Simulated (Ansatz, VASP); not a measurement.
This is a calculation of Bi for VASP 6.6.1.

INCAR

```
PREC = Accurate
ENCUT = 520
EDIFF = 1E-7
ISMEAR = -1
SIGMA = 0.05
LREAL = F
LASPH = T
NELM = 60
ALGO = Normal
ISIF = 2
LWAVE = F
LCHARG = F
GGA = PE
NBANDS = 14
```

The input KPOINTS:

```
Automatic mesh
0
Gamma
  9 9 9
```

The input POSCAR:

```
Bi
1.0
   -2.0510920000      1.9322640000      1.9637210000
    2.0091320000     -1.9541400000      1.9436370000
    2.0699580000      1.9730060000     -1.9855970000
Bi
1
Direct
   -0.0137770000     -0.0173050000     -0.0196660000
```

Potentials or basis: VASP PAW PBE potentials, release 64 (Bi_d).

The run is started by

```bash
$ cat potpaw_PBE.64/Bi_d/POTCAR > POTCAR
$ mpirun -np 1 vasp_std > vasp.out
```

Q: Set up the same calculation for Ansatz 0.2.0. Potentials there: Ansatz PAW.

A: As run (the cutoff follows the program's own potentials):

input.yaml

```yaml
crystal:
  lattice:
    - [-2.051092, 1.932264, 1.963721]
    - [2.009132, -1.95414, 1.943637]
    - [2.069958, 1.973006, -1.985597]
  atoms:
    - { symbol: Bi, position: [-0.013777, -0.017305, -0.019666] }
hamiltonian:
  xc: pbe
  pseudopotentials: { kind: paw }
kpoints:
  mp_grid: { grid: [9, 9, 9] }
scf:
  occupations: { method: fermi_dirac, width: 0.05 }
output:
  forces: true
  stress: true
  eigenvalues: true
```

Potentials or basis: Ansatz PAW.

Command:

```console
$ ansatz run input.yaml --threads 1 --pin off --max-ram 3584MiB --backend cpu --events-out ev --progress --plain --runs-dir out
```

Both were run:

|  | VASP | Ansatz | Ansatz less VASP |
| --- | --- | --- | --- |
| gap on the k mesh at the Fermi level (eV) | none | none | - |
| pressure (GPa) | 0.8 | 0.9 | +0.06 |
| largest component of the traceless stress (GPa) | 0.71 | 0.71 | -0.003 |

A gap of «none» marks a metal or a gap that the smearing closes.

Caveats: spin-orbit coupling is left out, which moves the levels of the heavy elements.
